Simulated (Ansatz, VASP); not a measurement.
**One calculation of Cu3O, two programs**

Contents of INCAR:

```
  ALGO = Normal
  EDIFF = 1E-6
  EDIFFG = -0.01
  ENCUT = 600
  GGA = PE
  IBRION = 2
  ISIF = 3
  ISMEAR = 0
  LASPH = T
  LCHARG = F
  LREAL = F
  LWAVE = F
  NELM = 60
  NSW = 100
  PREC = Accurate
  SIGMA = 0.1
```

The input KPOINTS:

```
k-points
0
Gamma
  14 14 14
```

File POSCAR:

```
Cu3O
1.0
   -2.3153495095      2.3153495095      2.3153495095
    2.3153495095     -2.3153495095      2.3153495095
    2.3153495095      2.3153495095     -2.3153495095
Cu O
3 1
Direct
    0.0000000000      0.5000000000      0.5000000000
    0.5000000000      0.0000000000      0.5000000000
    0.5000000000      0.5000000000      0.0000000000
    0.0000000000      0.0000000000      0.0000000000
```

Input for Ansatz:

```yaml
crystal:
  lattice:
    - [-2.3153495095, 2.3153495095, 2.3153495095]
    - [2.3153495095, -2.3153495095, 2.3153495095]
    - [2.3153495095, 2.3153495095, -2.3153495095]
  atoms:
    - { symbol: Cu, position: [0.0, 0.5, 0.5] }
    - { symbol: Cu, position: [0.5, 0.0, 0.5] }
    - { symbol: Cu, position: [0.5, 0.5, 0.0] }
    - { symbol: O, position: [0.0, 0.0, 0.0] }
basis:
  ecutwfc: 420
kpoints:
  mp_grid: { grid: [14, 14, 14] }
hamiltonian:
  xc: pbe
scf:
  occupations: { method: gaussian, width: 0.1 }
output:
  forces: true
  stress: true
  eigenvalues: true
  write_density: true
  write_potential: true
  elf: true
  volumetric_format: npy
relax:
  adjacent_minimum: "off"
  f_tol: 0.01
  max_steps: 80
  cell: { stress_tol: 0.05 }
```

Alike in both runs: task relaxation of cell and atoms; functional PBE; k mesh 14 × 14 × 14; occupations gaussian, width 0.1 eV; no spin polarisation.

|  | VASP | Ansatz |
| --- | --- | --- |
| version | VASP 6.6.1 | Ansatz 0.2.0 |
| potentials or method | VASP PAW PBE potentials, release 64 (Cu, O) | scalar-relativistic, plane waves, PAW |
| plane-wave cutoff (eV) | 600 | 420 |
| valence electrons in the cell | 39 | 63 |

```csv
,VASP,Ansatz,Ansatz less VASP
"gap on the k mesh at the Fermi level, each at its own relaxed structure (eV)",none,none,-
relaxed volume (Å³/atom),12.43,12.41,-0.022
relaxed cell length with the largest relative difference (Å),4.013,4.010,-0.0023
```

A gap of «none» marks a metal or a gap that the smearing closes. The two sets of potentials don't hold the same shells in valence.

Caveats: an odd number of electrons without spin polarisation forces a metal; a magnetic or distorted state may lie lower; the run has no spin polarisation, though such a crystal can be magnetic; semilocal functionals often make such compounds metallic where correlation or magnetic order opens a gap, which also shifts bond lengths.
